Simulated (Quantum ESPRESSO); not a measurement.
Cu under changes of volume

One of the cells (11.810 Å³/atom); the others are scaled copies at fixed shape and fractional positions:

```
CELL_PARAMETERS angstrom
0.00000 1.80750 1.80750
1.80750 0.00000 1.80750
1.80750 1.80750 0.00000
ATOMIC_POSITIONS crystal
Cu 0.00000 0.00000 0.00000
```

```yaml
Program: Quantum ESPRESSO 7.5
Functional: PBE
Potentials_or_basis: SSSP 1.3 efficiency PBE
Cutoff: 748 eV
Density_cutoff: 5987 eV
k_mesh: 13 × 13 × 13
Occupations: fermi-dirac, width 0.05 eV
Spin: no spin polarisation
```

```csv
volume (Å³/atom),energy over the lowest point (meV/atom),pressure (GPa)
11.102,30.89,12.1
11.338,15.29,8.0
11.574,5.37,4.4
11.810,?,?
12.047,0.00,-1.6
12.283,3.51,-4.1
12.519,10.52,-6.4
```

What does the run at 11.810 Å³/atom give?

Energy over the lowest point 0.48 meV/atom; pressure 1.2 GPa.

Worked out: A Birch-Murnaghan fit of order 3 (a polynomial in V^(-2/3)) to the other rows has its minimum at 11.95 Å³/atom with B0 = V·E''(V) = 142 GPa and B' = 5.1. It gives 0.45 meV/atom at 11.810 Å³/atom, against the run's 0.48, and -dE/dV = 1.8 GPa, against 1.2.

Energies are extrapolated to zero smearing.
